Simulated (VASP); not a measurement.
TaAs, 4 atoms in the cell. The structure is tetragonal, space group I4_1md (No. 109). The conventional cell has a = 3.444 Å, b = 3.444 Å, c = 11.736 Å, α = 90.00°, β = 90.00°, γ = 90.00°. Around Ta (site symmetry 2mm) lie 6 As at 2.61 to 2.62 Å. As (site symmetry 2mm) has 6 Ta at 2.61 to 2.62 Å as nearest neighbours. The cell is a database's computed one.

| Quantity | Value |
| --- | --- |
| Program | VASP 6.6.1 |
| Task | relaxation of cell and atoms |
| Functional | LDA |
| Potentials or basis | VASP PAW LDA potentials, release 64 (Ta_pv, As) |
| Cutoff | 600 eV |
| k mesh | 10 × 10 × 10 |
| Occupations | fermi-dirac, width 0.05 eV |
| Spin | no spin polarisation |
| Ladder | gaps |
| Further INCAR settings | ALGO = Normal; EDIFF = 1e-07; IBRION = 2; EDIFFG = -0.02; NSW = 40; ISIF = 3 |

Potentials or basis: VASP PAW LDA potentials, release 64 (Ta_pv, As).

Launch:

```sh
$ cat potpaw_LDA.64/Ta_pv/POTCAR potpaw_LDA.64/As/POTCAR > POTCAR
$ mpirun -np 2 vasp_std > vasp.out
```

Hardware: 2 MPI ranks on Intel(R) Xeon(R) 6975P-C (Granite Rapids) (shared host).

Task: Estimate the wall time of this run.

Result: It took 12 min on 2 MPI ranks on Intel(R) Xeon(R) 6975P-C (Granite Rapids) (shared host), peak memory 0.42 GiB a rank. Counts: scf iterations 73, k points 102, ion steps 9.
